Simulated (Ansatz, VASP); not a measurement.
# GaSb in two plane-wave programs, part 2 of 2

Wanted: the spread between two codes on one cell, functional and k mesh. The cell is taken from a series of runs on this material, whose earlier steps may have relaxed, scaled, displaced or heated it; both programs get it as it stands.

VASP 6.6.1 and Ansatz 0.2.0.

So far: The starting structure; Ansatz: zone-centre phonons, LDA.

### 3. VASP: zone-centre phonons, LDA

Level of this step: LDA; plane waves and PAW (Ga_d, Sb) (VASP).

The same cell, functional (in two slightly different forms), mesh and smearing now go to VASP, with its own data sets.

Lines of VASP's logs that name or quote its potential files are left out, and so is its time.

File INCAR:

```
SYSTEM = GaSb
PREC = Accurate
ENCUT = 500
EDIFF = 1E-08
NELM = 120
ISMEAR = 1
SIGMA = 0.2
LREAL = .FALSE.
ALGO = Normal
GGA = CA
NBANDS = 15
LORBIT = 11
LWAVE = .FALSE.
LCHARG = .FALSE.
ISIF = 2
IBRION = 8
LASPH = .TRUE.
GGA_COMPAT = .FALSE.
KPAR = 2
```

File POSCAR:

```
GaSb
1.0
   -0.0474085515      2.9810437037      3.0642644584
    2.9810437037     -0.0474085515      3.0642644584
    2.9336351522      2.9336351522      0.0000000000
Ga Sb
1 1
Direct
    0.0024101244      0.0024101244      0.9975898756
    0.7475898756      0.7475898756      0.7524101244
```

File KPOINTS:

```
Automatic mesh
0
Gamma
12 12 12
0 0 0
```

The projector-augmented-wave data sets are Ga_d and Sb (LDA family, release 64).

Run with:

```
> mpirun -np 2 vasp_std
```

Numbers of over 12 decimals in the logs are rounded to 6 here.

Log:

```text
[banner, memory and clock lines left out]
running    2 mpi-ranks, on    1 nodes
 distrk:  each k-point on    1 cores,    2 groups
 distr:  one band on    1 cores,    1 groups

 POSCAR found type information on POSCAR GaSb
 POSCAR found :  2 types and       2 ions
 LDA part: xc-table for (Slater(with rela. corr.)+CA(PZ))
 , standard interpolation
 POSCAR, INCAR and KPOINTS ok, starting setup
 FFT: planning ... GRIDC
 FFT: planning ... GRID_SOFT
 FFT: planning ... GRID
 WAVECAR not read
 entering main loop
       N       E                     dE             d eps       ncg     rms          rms(c)
DAV:   1     0.809276893338E+02    0.80928E+02   -0.85430E+03  8552   0.147E+03
DAV:   2    -0.248236029168E+01   -0.83410E+02   -0.80523E+02  9905   0.302E+02
DAV:   3    -0.867882084851E+01   -0.61965E+01   -0.61771E+01  9835   0.682E+01
DAV:   4    -0.878914551242E+01   -0.11032E+00   -0.11031E+00 10513   0.103E+01
DAV:   5    -0.879178628792E+01   -0.26408E-02   -0.26407E-02 10693   0.139E+00    0.350E+00
DAV:   6    -0.869651433576E+01    0.95272E-01   -0.77755E-02 12376   0.456E+00    0.204E+00
DAV:   7    -0.865818505851E+01    0.38329E-01   -0.56941E-02  9744   0.192E+00    0.300E-01
DAV:   8    -0.865797216204E+01    0.21290E-03   -0.50926E-03 10506   0.876E-01    0.107E-01
DAV:   9    -0.865804057819E+01   -0.68416E-04   -0.36592E-04 10062   0.170E-01    0.399E-02
DAV:  10    -0.865803313370E+01    0.74445E-05   -0.20273E-05 10869   0.392E-02    0.130E-02
DAV:  11    -0.865803562154E+01   -0.24878E-05   -0.42565E-06  9850   0.189E-02    0.519E-03
DAV:  12    -0.865803559807E+01    0.23468E-07   -0.20987E-07 10661   0.349E-03    0.146E-03
DAV:  13    -0.865803560474E+01   -0.66648E-08   -0.22250E-08 10276   0.135E-03
   1 F= -.86580356E+01 E0= -.86580833E+01  d E =0.143133E-03
 Linear response reoptimize wavefunctions to high precision
DAV:   1    -0.865803560474E+01   -0.63665E-11   -0.10746E-09  8450   0.417E-04
DAV:   2    -0.865803560475E+01   -0.68212E-11   -0.16569E-10  6146   0.111E-04
 Linear response DOF=           4
 Linear response progress:
  Degree of freedom:   1/  4
       N       E                     dE             d eps       ncg     rms          rms(c)
RMM:   1    -0.168177177804E+00   -0.16818E+00    0.10777E-01 32409   0.863E+00
RMM:   2    -0.166676540955E+00    0.15006E-02   -0.27880E-02 49128   0.139E+00    0.407E-02
RMM:   3    -0.166831099178E+00   -0.15456E-03   -0.39123E-03 50643   0.461E-01    0.267E-02
RMM:   4    -0.166837180727E+00   -0.60815E-05   -0.23711E-03 56025   0.225E-01    0.152E-02
RMM:   5    -0.166812568007E+00    0.24613E-04   -0.91284E-05 54312   0.553E-02    0.482E-03
RMM:   6    -0.166813846876E+00   -0.12789E-05   -0.16171E-05 54106   0.223E-02    0.859E-04
RMM:   7    -0.166803117301E+00    0.10730E-04   -0.40630E-06 53051   0.100E-02    0.661E-04
RMM:   8    -0.166805935049E+00   -0.28177E-05   -0.75976E-07 53774   0.454E-03    0.176E-04
RMM:   9    -0.166807014219E+00   -0.10792E-05   -0.31507E-07 53994   0.210E-03    0.871E-05
RMM:  10    -0.166807612371E+00   -0.59815E-06   -0.53010E-08 54829   0.102E-03    0.222E-05
RMM:  11    -0.166807636663E+00   -0.24292E-07   -0.16037E-08 54505   0.497E-04    0.169E-05
RMM:  12    -0.166807783489E+00   -0.14683E-06   -0.74196E-09 54311   0.251E-04    0.419E-06
RMM:  13    -0.166807813359E+00   -0.29871E-07    0.19284E-09 54464   0.128E-04    0.221E-06
RMM:  14    -0.166807827605E+00   -0.14246E-07   -0.16858E-08 54741   0.693E-05    0.673E-07
RMM:  15    -0.166807838567E+00   -0.10962E-07   -0.42748E-09 53825   0.392E-05    0.227E-07
RMM:  16    -0.166807839804E+00   -0.12367E-08    0.33255E-09 45115   0.240E-05    0.312E-07
 first order change of Fermi-energy   0.35337E-04
 force on displaced ion       1 direction 1 :  -8.674  -0.127   0.003
 Linear response progress:
  Degree of freedom:   2/  4
       N       E                     dE             d eps       ncg     rms          rms(c)
RMM:   1    -0.168517763779E+00   -0.16852E+00    0.90094E-02 10435   0.850E+00
RMM:   2    -0.166824087535E+00    0.16937E-02   -0.26915E-02 15712   0.135E+00    0.407E-02
RMM:   3    -0.167031339165E+00   -0.20725E-03   -0.37244E-03 16313   0.431E-01    0.275E-02
RMM:   4    -0.166996718280E+00    0.34621E-04   -0.20035E-03 17709   0.206E-01    0.143E-02
RMM:   5    -0.166973859291E+00    0.22859E-04   -0.71671E-05 17217   0.517E-02    0.475E-03
RMM:   6    -0.166979734332E+00   -0.58750E-05   -0.10899E-05 17233   0.210E-02    0.546E-04
RMM:   7    -0.166974173000E+00    0.55613E-05   -0.26861E-06 16953   0.925E-03    0.457E-04
RMM:   8    -0.166973628961E+00    0.54404E-06   -0.93237E-07 16802   0.441E-03    0.273E-04
RMM:   9    -0.166975335932E+00   -0.17070E-05   -0.82696E-08 17060   0.204E-03    0.403E-05
RMM:  10    -0.166975865769E+00   -0.52984E-06   -0.78898E-08 17272   0.963E-04    0.315E-05
RMM:  11    -0.166975982450E+00   -0.11668E-06   -0.40697E-08 17507   0.462E-04    0.812E-06
RMM:  12    -0.166975932397E+00    0.50053E-07   -0.20883E-08 16955   0.233E-04    0.116E-05
RMM:  13    -0.166976014881E+00   -0.82483E-07    0.89417E-09 17250   0.121E-04    0.210E-06
RMM:  14    -0.166976006900E+00    0.79810E-08   -0.56060E-10 17331   0.634E-05    0.347E-06
 first order change of Fermi-energy   0.11463E+01
 force on displaced ion       1 direction 3 :  -0.000  -0.000  -8.725
 Linear response progress:
  Degree of freedom:   3/  4
       N       E                     dE             d eps       ncg     rms          rms(c)
RMM:   1    -0.293417107918E-01   -0.29342E-01   -0.30975E-04 52745   0.143E+00
RMM:   2    -0.265074824421E-01    0.28342E-02   -0.38414E-03 47620   0.411E-01    0.686E-02
RMM:   3    -0.264371878374E-01    0.70295E-04   -0.23211E-04 52919   0.111E-01    0.364E-02
RMM:   4    -0.264563238630E-01   -0.19136E-04   -0.45713E-05 53193   0.467E-02    0.470E-03
RMM:   5    -0.264619861373E-01   -0.56623E-05   -0.64206E-06 55096   0.164E-02    0.294E-03
RMM:   6    -0.264550092973E-01    0.69768E-05   -0.97762E-07 53285   0.538E-03    0.866E-04
RMM:   7    -0.264539927419E-01    0.10166E-05   -0.83207E-08 54385   0.160E-03    0.319E-04
RMM:   8    -0.264535254061E-01    0.46734E-06   -0.14323E-08 52398   0.550E-04    0.855E-05
RMM:   9    -0.264534734751E-01    0.51931E-07   -0.24496E-09 54565   0.200E-04    0.196E-05
RMM:  10    -0.264534793257E-01   -0.58506E-08   -0.75688E-10 51705   0.801E-05    0.583E-06
 first order change of Fermi-energy   0.91487E-04
 force on displaced ion       2 direction 1 :  -8.686  -0.126  -0.000
 Linear response progress:
  Degree of freedom:   4/  4
       N       E                     dE             d eps       ncg     rms          rms(c)
RMM:   1    -0.295960694453E-01   -0.29596E-01   -0.11251E-03 16429   0.145E+00
RMM:   2    -0.265205115294E-01    0.30756E-02   -0.39092E-03 15453   0.412E-01    0.701E-02
RMM:   3    -0.264683735139E-01    0.52138E-04   -0.23072E-04 16889   0.109E-01    0.372E-02
RMM:   4    -0.264992675778E-01   -0.30894E-04   -0.46051E-05 17056   0.467E-02    0.467E-03
RMM:   5    -0.265051141497E-01   -0.58466E-05   -0.66922E-06 17659   0.160E-02    0.301E-03
RMM:   6    -0.264969143178E-01    0.81998E-05   -0.76876E-07 16983   0.514E-03    0.801E-04
RMM:   7    -0.264958442408E-01    0.10701E-05   -0.59108E-08 17622   0.155E-03    0.266E-04
RMM:   8    -0.264957251206E-01    0.11912E-06   -0.13029E-08 16939   0.536E-04    0.112E-04
RMM:   9    -0.264957135699E-01    0.11551E-07   -0.25701E-09 17364   0.198E-04    0.106E-05
RMM:  10    -0.264957103918E-01    0.31781E-08   -0.35604E-10 16847   0.750E-05    0.129E-05
 first order change of Fermi-energy  -0.11457E+01
 force on displaced ion       2 direction 3 :  -0.000  -0.000  -8.728
 Linear response finished
```

OUTCAR, selected parts (step 3):

```text
ion  position               nearest neighbor table
   1  0.002  0.002  0.998-   2 2.60   2 2.60   2 2.62   2 2.62
   2  0.748  0.748  0.752-   1 2.60   1 2.60   1 2.62   1 2.62

  LATTYP: Found a body centered orthorhombic cell.
 ALAT       =     4.1487866193
 B/A-ratio  =     1.0323206868
 C/A-ratio  =     1.4771858568

 Subroutine GETGRP returns: Found  4 space group operations
 (whereof  4 operations were pure point group operations)

The static configuration has the point symmetry C_2v.

 Found    280 irreducible k-points:

   k-points           NKPTS =    280   k-points in BZ     NKDIM =    280   number of bands    NBANDS=     15

   dimension x,y,z NGX =    32 NGY =   32 NGZ =   30
   dimension x,y,z NGXF=    64 NGYF=   64 NGZF=   60

   ENCUT  =  500.0 eV  36.75 Ry    6.06 a.u.   7.79  7.79  7.56*2*pi/ulx,y,z

   NELECT =      18.0000    total number of electrons

 k-points in reciprocal lattice and weights: Automatic mesh
   0.00000000  0.00000000  0.00000000       0.001
   0.08333333  0.00000000  0.00000000       0.002
   0.16666667  0.00000000  0.00000000       0.002
   0.25000000  0.00000000  0.00000000       0.002
   0.33333333  0.00000000  0.00000000       0.002
   0.41666667  0.00000000  0.00000000       0.002
   0.50000000  0.00000000  0.00000000       0.001
   0.08333333  0.08333333  0.00000000       0.001
   0.16666667  0.08333333  0.00000000       0.002
[...]
0.25000000  0.25000000  0.50000000       0.001
  -0.25000000  0.25000000  0.50000000       0.001

 average (electrostatic) potential at core
       1 -66.4377       2 -88.1825

  Total        0.5503496      0.5503496      0.0733752      0.4791844      0.0000000      0.0000000
  in kB       16.1944485     16.1944485      2.1591190     14.1003598      0.0000000      0.0000000
  external PRESSURE =      11.5160053 kB  Pullay stress =       0.0000000 kB

  energy-cutoff  :      500.00
  volume of cell :       54.45
      direct lattice vectors                 reciprocal lattice vectors
    -0.047408551  2.981043704  3.064264458    -0.165100836  0.165100836  0.163171295
     2.981043704 -0.047408551  3.064264458     0.165100836 -0.165100836  0.163171295
     2.933635152  2.933635152  0.000000000     0.170437009  0.170437009 -0.163171295

 POSITION                                       TOTAL-FORCE (eV/Angst)
 -----------------------------------------------------------------------------------
      2.93364      2.93364      0.01477         0.000000      0.000000      0.002085
      4.40045      4.40045      4.58163        -0.000000     -0.000000     -0.002085
 -----------------------------------------------------------------------------------
    total drift:                               -0.000032     -0.000032      0.000152

 Eigenvectors and eigenvalues of the dynamical matrix
 ----------------------------------------------------

   1 f  =    6.966875 THz    43.774165 2PiTHz  232.389929 cm-1    28.812666 meV
             X         Y         Z           dx          dy          dz
      2.933635  2.933635  0.014771    -0.563723   -0.563723    0.000000
      4.400453  4.400453  4.581626     0.426868    0.426868   -0.000000

   2 f  =    6.935686 THz    43.578203 2PiTHz  231.349599 cm-1    28.683682 meV
             X         Y         Z           dx          dy          dz
      2.933635  2.933635  0.014771     0.000000    0.000000    0.797356
      4.400453  4.400453  4.581626    -0.000000   -0.000000   -0.603510

   3 f  =    6.866143 THz    43.141250 2PiTHz  229.029882 cm-1    28.396074 meV
             X         Y         Z           dx          dy          dz
      2.933635  2.933635  0.014771    -0.563704    0.563704   -0.000000
      4.400453  4.400453  4.581626     0.426894   -0.426894    0.000000

   4 f/i=    0.000606 THz     0.003808 2PiTHz    0.020215 cm-1     0.002506 meV
             X         Y         Z           dx          dy          dz
      2.933635  2.933635  0.014771     0.000000    0.000000   -0.603510
      4.400453  4.400453  4.581626     0.000000    0.000000   -0.797356

   5 f/i=    0.002118 THz     0.013308 2PiTHz    0.070653 cm-1     0.008760 meV
             X         Y         Z           dx          dy          dz
      2.933635  2.933635  0.014771    -0.426868   -0.426868   -0.000000
      4.400453  4.400453  4.581626    -0.563723   -0.563723   -0.000000

   6 f/i=    0.002399 THz     0.015072 2PiTHz    0.080015 cm-1     0.009921 meV
             X         Y         Z           dx          dy          dz
      2.933635  2.933635  0.014771    -0.426894    0.426894    0.000000
      4.400453  4.400453  4.581626    -0.563704    0.563704    0.000000

 ELASTIC MODULI CONTR FROM IONIC RELAXATION (kBar)
 Direction    XX          YY          ZZ          XY          YZ          ZX
 --------------------------------------------------------------------------------
 XX          -0.5022     -0.5022     -0.9030    -10.3994     -0.0000     -0.0000
 YY          -0.5022     -0.5022     -0.9030    -10.3994     -0.0000     -0.0000
 ZZ          -0.9030     -0.9030     -1.6236    -18.6987     -0.0000     -0.0000
 XY         -10.3994    -10.3994    -18.6987   -215.3525     -0.0000     -0.0000
 YZ          -0.0000     -0.0000     -0.0000     -0.0000   -215.3491    -33.7257
 ZX          -0.0000     -0.0000     -0.0000     -0.0000    -33.7257   -204.6961
 --------------------------------------------------------------------------------
```

### 4. Comparison

Known differences besides the potentials themselves: the two LDA forms differ slightly; the data sets hold 28 valence electrons in Ansatz (on its PAW soft_1 files) and 18 in VASP; the cutoff is 420 eV in Ansatz and 500 eV in VASP; VASP's log shows a relativistic correction to its local exchange, Ansatz's none. Total energies have different zeros and are not compared.

Compared:

```csv
quantity,Ansatz,VASP,difference
optical mode 1 (cm⁻¹),227.2,229.0,-0.80 %
optical mode 2 (cm⁻¹),229.4,231.3,-0.86 %
optical mode 3 (cm⁻¹),230.5,232.4,-0.81 %
```

Modes are paired by rising frequency, not by their patterns, so a pair may set unlike modes beside each other; they are those without the splitting of longitudinal modes.

### 5. Results

- r.m.s. difference of the optical zone-centre modes, each program's sorted by frequency (zone-centre phonons, LDA): 1.9 cm⁻¹
- difference in optical mode 2 (zone-centre phonons, LDA): -0.9 %

In words: The r.m.s. difference of the optical zone-centre modes, each program's sorted by frequency is 1.9 cm⁻¹ (zone-centre phonons, LDA). The data sets hold unlike numbers of valence electrons (28 in Ansatz and 18 in VASP), so part of the differences comes from the potentials. Among the rows given in per cent, the largest difference of the zone-centre phonons, LDA pair is in optical mode 2, -0.9 %. Such differences can come from data sets, numerical settings and the points named under the comparisons, not from the functional's error against experiment.

[Lines on the potential files, build, host, timing and source positions are cut from VASP's logs without a mark.]

[Logs are printed without paths, hosts, clocks, repeated set-up lines and the standing remarks that a program may print on its own settings, such as how far it seeks lower states.]

[Hosts, paths, dates, database ids (printed as entryN), source tags and the programs' standing remarks are cut or masked in the printed files.]
